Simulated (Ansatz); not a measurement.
Computed with Ansatz 0.2.0, DFT PBE, scalar-relativistic, plane waves, PAW. Settings: cutoff 420 eV, Γ-centred meshes spaced at most about 0.3 Å⁻¹, and about 0.25 Å⁻¹ or finer for metals (2π included), Gaussian smearing. No spin polarisation.

These are static total energies at zero pressure.

**Question.** Which of these relaxed structures of Zr3H is the lowest in energy?
1.

Space group Im-3m (No. 229). a = 5.382 Å, b = 5.382 Å, c = 5.382 Å, α = 90.00°, β = 90.00°, γ = 90.00°
```tsv
atom	site	symmetry	x	y	z
Zr	6b	4/mm.m	0.5000	0.0000	0.0000
H	2a	m-3m	0.0000	0.0000	0.0000
```

2.

Space group P6_3/mmc (No. 194). a = 7.563 Å, b = 7.563 Å, c = 3.173 Å, α = 90.00°, β = 90.00°, γ = 120.00°
```json
{"atom": "Zr", "site": "6h", "symmetry": "mm2", "x": "0.2018", "y": "0.4036", "z": "0.2500"}
{"atom": "H", "site": "2d", "symmetry": "-6m2", "x": "0.3333", "y": "0.6667", "z": "0.7500"}
```

3.

Space group Pm (No. 6). a = 4.636 Å, b = 3.220 Å, c = 9.686 Å, α = 90.00°, β = 90.07°, γ = 90.00°
```
atom  site  symmetry       x       y       z
  Zr    1b         m  0.5960  0.5000  0.0184
  Zr    1a         m  0.0954  0.0000  0.5273
  Zr    1b         m  0.5958  0.5000  0.6881
  Zr    1b         m  0.5706  0.5000  0.3556
  Zr    1a         m  0.1016  0.0000  0.8520
  Zr    1a         m  0.0954  0.0000  0.1850
   H    1a         m  0.8401  0.0000  0.3554
   H    1b         m  0.1050  0.5000  0.0182
```

**Answer.** 3. The next of these, cell 2, lies 0.45 eV/atom higher. Counting Zr atoms around H (those within 1.25 times the shortest such distance or 1.15 times the sum of covalent radii, 1.27 where that leaves under three; a slash parts the counts of unlike sites): cell 3 has H 4/6; cell 2 has H 6; cell 1 has H 6. Origin: cell 1 and cell 2, invented; cell 3, invented, then shaken at random and relaxed again. The lowest form computed isn't among them: it has space group Cmc2_1 (No. 36), 18.3 Å³/atom and lies 8 meV/atom below the best shown.

With hydrogen, zero-point motion can shift such differences by 10 meV/atom or more. Cells relaxed within their symmetry can be saddle points. Some structure types and database cells were kept out of the candidates from the start, so a known form may be missing.
